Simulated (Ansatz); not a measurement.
Input of an Ansatz 0.2.0 run:

Contents of input.yaml:

```yaml
crystal:
  lattice:
    - [0.0, 3.205, 3.205]
    - [3.205, 0.0, 3.205]
    - [3.205, 3.205, 0.0]
  atoms:
    - { symbol: Te, position: [0.75, 0.75, 0.75] }
    - { symbol: Cd, position: [0.0, 0.0, 0.0] }
kpoints:
  mp_grid: { grid: [7, 7, 7] }
scf:
  occupations: { method: fermi_dirac, width: 0.05 }
hamiltonian:
  xc: pbe
  pseudopotentials: { kind: all_electron, lapw: { basis_error: 0.001 } }
output:
  forces: true
  stress: true
relax:
  f_tol: 0.005
  max_steps: 60
  cell: {}
```

Potentials or basis: all-electron LAPW, scalar-relativistic.

Run with:

```bash
$ ansatz run input.yaml --threads 1 --pin off --max-ram 3072MiB --backend cpu --events-out ev --progress --plain --runs-dir out
```

(1) Predict the band gap on the k mesh.

(2) What does it give for the relaxed cell?

(3) What does it give for the relaxed volume?

## Answers

(1) 0.59 eV.

(2) a = 4.679 Å, b = 4.679 Å, c = 4.679 Å, α = 60.00°, β = 60.00°, γ = 60.00°.

(3) 36.22 Å³/atom.

Caveat: spin-orbit coupling is left out, which moves the levels of the heavy elements; an odd mesh through Γ misses points on the zone boundary, where band edges often lie; the volume moved by +10 % from the deposited cell, more than functionals usually miss.
